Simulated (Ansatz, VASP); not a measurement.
**Hf: VASP beside Ansatz**

```
CELL_PARAMETERS angstrom
-1.74642 1.74642 1.74642
1.74642 -1.74642 1.74642
1.74642 1.74642 -1.74642
ATOMIC_POSITIONS crystal
Hf 0.00000 0.00000 0.00000
```

This isn't the form of Hf at room conditions, which is hcp.

Alike in both runs: functional PBEsol; k mesh 8 × 8 × 8; occupations gaussian, width 0.1 eV; no spin polarisation.

Ansatz relaxed the structure, and its values are those at the end. VASP's run is a single point on that final structure, the one shown.

```csv
,VASP,Ansatz
version,VASP 6.6.1,Ansatz 0.2.0
potentials or method,"VASP PAW PBE potentials, release 64 (Hf_pv)","scalar-relativistic, plane waves, PAW"
plane-wave cutoff (eV),520,420
valence electrons in the cell,10,26
```

Ansatz gave:

| Property | Result |
| --- | --- |
| gap on the k mesh at the Fermi level (eV) | none |
| pressure (GPa) | 0.0 |

Task: Estimate VASP's values.

Result: gap on the k mesh at the Fermi level (eV): none; pressure (GPa): -0.3.

A gap of «none» marks a metal or a gap that the smearing closes. The two sets of potentials don't hold the same shells in valence.

Caveats: the PAW data sets were made with another functional, which shifts forces and pressure a little (VASP). The runs have no spin-orbit coupling, so splittings on Hf are missing.
